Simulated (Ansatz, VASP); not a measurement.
## Bi: VASP beside Ansatz

INCAR

```
PREC = Accurate
ENCUT = 600
EDIFF = 1E-6
ISMEAR = 0
SIGMA = 0.1
LREAL = F
LASPH = T
NELM = 100
ALGO = Normal
ISIF = 3
LWAVE = F
LCHARG = F
GGA = PE
IBRION = 2
NSW = 90
EDIFFG = -0.04
```

The input KPOINTS:

```
regular mesh
0
Gamma
  4 4 4
```

POSCAR

```
Bi
1.0
    4.9220130249      0.0000000000      0.0000000000
    0.0000000000      4.5761980768      0.0000000000
   -2.4089441686      0.0000000000      6.3449602878
Bi
4
Direct
    0.3142453798      0.9095329556      0.5389965667
    0.1477532473      0.3978435730      0.9220811739
    0.6857546202      0.4095329556      0.4610034333
    0.8522467527      0.8978435730      0.0779188261
```

Input for Ansatz:

```yaml
crystal:
  lattice:
    - [4.9220130249, 0.0, 0.0]
    - [0.0, 4.5761980768, 0.0]
    - [-2.4089441686, 0.0, 6.3449602878]
  atoms:
    - { symbol: Bi, position: [0.3142453798, 0.9095329556, 0.5389965667] }
    - { symbol: Bi, position: [0.1477532473, 0.397843573, 0.9220811739] }
    - { symbol: Bi, position: [0.6857546202, 0.4095329556, 0.4610034333] }
    - { symbol: Bi, position: [0.8522467527, 0.897843573, 0.0779188261] }
basis:
  ecutwfc: 420
kpoints:
  mp_grid: { grid: [4, 4, 4] }
hamiltonian:
  xc: pbe
scf:
  occupations: { method: gaussian, width: 0.1 }
  lower_state_search: "off"
output:
  forces: true
  stress: true
  eigenvalues: true
relax:
  adjacent_minimum: "off"
  f_tol: 0.04
  max_steps: 70
  cell: { stress_tol: 0.4 }
```

Alike in both runs: task relaxation of cell and atoms; functional PBE; k mesh 4 × 4 × 4; occupations gaussian, width 0.1 eV; no spin polarisation.

|  | VASP | Ansatz |
| --- | --- | --- |
| version | VASP 6.6.1 | Ansatz 0.2.0 |
| potentials or method | VASP PAW PBE potentials, release 64 (Bi_d) | scalar-relativistic, plane waves, PAW |
| plane-wave cutoff (eV) | 600 | 420 |
| valence electrons in the cell | 60 | 60 |

|  | VASP | Ansatz | Ansatz less VASP |
| --- | --- | --- | --- |
| gap on the k mesh at the Fermi level, each at its own relaxed structure (eV) | none | none | - |
| relaxed volume (Å³/atom) | 35.73 | 35.73 | 0.000 |
| relaxed cell length with the largest relative difference (Å) | 4.922 | 4.922 | 0.0000 |

A gap of «none» marks a metal or a gap that the smearing closes.

Caveats: the relaxation stopped at its first step, so nothing moved; spin-orbit coupling is left out, which moves the levels of the heavy elements.
